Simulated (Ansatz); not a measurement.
CoPt (L1₀ or tetragonal B2, P4/mmm) at seven volumes, the program Ansatz at the PBEsol level (PAW), shape and atoms relaxed at each. One row is withheld.

```tsv
V (Å³/atom)	P (GPa)
11.779	?
12.167	18.26
12.555	8.34
12.943	0.00
13.332	-6.93
13.720	-12.61
14.108	-17.29
```

Question: Fit the shown pressures and predict the withheld one.

Answer: P = (3/2)B₀(x^(7/2) − x^(5/2))[1 + (3/4)(B′ − 4)(x − 1)] with x = (V₀/V)^(2/3). Least squares on the six rows gives V₀ = 12.943 Å³/atom, B₀ = 252 GPa, B′ = 5.23. At V = 11.779, x = 1.0648 and P = 30.39 GPa. The run itself gave 30.09 GPa.

Symmetry was held in the PBEsol relaxation. Spin order of the final state: ferromagnetic, chosen from 5 collinear starts compared on coarse meshes (ties went to the first, and starts can fall back to one state), not a proven ground state. Textbook magnetic order: ferromagnetic. Scalar-relativistic: spin–orbit coupling is off unless named, which matters more the heavier the elements.

Potentials: the later of the program's two PAW sets.
